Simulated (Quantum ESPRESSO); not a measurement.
## BaH2: zone-centre phonons and dielectric response under several settings

```xyz
6
Lattice="4.4620 0.0000 0.0000 -2.2310 3.8642 0.0000 0.0000 0.0000 6.0553" Properties=species:S:1:pos:R:3 pbc="T T T"
Ba    0.0000    2.5762    1.5138
Ba    2.2310    1.2881    4.5415
H     0.0000    0.0000    0.0000
H     0.0000    0.0000    3.0276
H     2.2310    1.2881    1.5138
H     0.0000    2.5762    4.5415
```

The cell comes from a database or a generator and needn't be the stable form of this composition.

All runs used Quantum ESPRESSO 7.5; k mesh 6 × 6 × 4, shifted; relaxed cell; no spin polarisation; occupations smeared at first, fixed for the response.

| level | potentials | cutoff (eV) | volume (Å³/atom) | lowest optical mode without the field (cm⁻¹) | highest optical mode without the field (cm⁻¹) | ε∞ (mean) | ε0 (mean) | Born charge of atom 1 (e) |
| --- | --- | --- | --- | --- | --- | --- | --- | --- |
| PBEsol | PseudoDojo 0.4.1 SR PBEsol standard | 980 | 16.26 | 80 | 958 | 5.55 | 21.0 | 2.29 |
| LDA | PseudoDojo 0.4.1 SR LDA stringent | 1007 | ? | ? | ? | ? | ? | ? |

Q: What stands in the row left open?

A: Volume 15.69 Å³/atom; lowest optical mode without the field 82 cm⁻¹; highest optical mode without the field 980 cm⁻¹; ε∞ 5.84; ε0 18.7; Born charge of atom 1 2.30 e.

Caveats: this release of the barium file is off (some runs).
